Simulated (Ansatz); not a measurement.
Consider the formal exchange of groups at the Si–H bond: `C#C[SiH](F)Cl` + `O=C(F)c1ccccc1` → `C#C[Si](F)(F)Cl` + `O=Cc1ccccc1`.

Calculated with Ansatz (gas phase, PBE0-D4/def2-TZVP geometries, no zero-point term in ΔE). CBS: MP2 limit from def2 TZ/QZ plus the TZ coupled-cluster correction, frozen cores. One conformer a species, not always the lowest.

```tsv
species	CCSD(T)/CBS(def2) energy (Eh)
`C#C[SiH](F)Cl`	-926.02177
`O=C(F)c1ccccc1`	-444.35226
`C#C[Si](F)(F)Cl`	-1025.29095
`O=Cc1ccccc1`	-345.14139
```

(1) Work out ΔE.

Largest T1 diagnostic among the species: 0.013.

Answers

(1) ΔE = (-1025.29095) + (-345.14139) − (-926.02177) − (-444.35226) = -0.05831 Eh = -1.59 eV.

At CCSD(T), def2-SVP lies +0.35 eV from the extrapolated value and def2-TZVPP +0.05 eV. From r2SCAN to r2SCAN0 (25 % exact exchange), in def2-TZVPP and without D4, ΔE moves by −0.04 eV.
